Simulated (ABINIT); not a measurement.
The system is Zn.

```
CELL_PARAMETERS angstrom
-1.56904 1.56904 1.56904
1.56904 -1.56904 1.56904
1.56904 1.56904 -1.56904
ATOMIC_POSITIONS crystal
Zn 0.00000 0.00000 0.00000
```

This isn't the form of Zn at room conditions, which is hcp.

Base run:

* Program: ABINIT 10.8.3 (patched build)
* Functional: BLYP
* Potentials or basis: JTH PAW PBE v2.0
* Cutoff: 707 eV
* k mesh: 12 × 12 × 12
* Occupations: fermi-dirac, width 0.05 eV
* Spin: no spin polarisation

Its results: band gap on the k mesh none (metal or under the smearing width); pressure 6.1 GPa.

Q: The run is repeated on the same cell with these changes: functional from BLYP to AM05. What comes out?

A: Band gap on the k mesh none (metal or under the smearing width); pressure -5.5 GPa.

AM05 binds more tightly than BLYP, so the same cell stands under less pressure.

Caveats: the PAW data sets were made with another functional, which shifts forces and pressure a little.
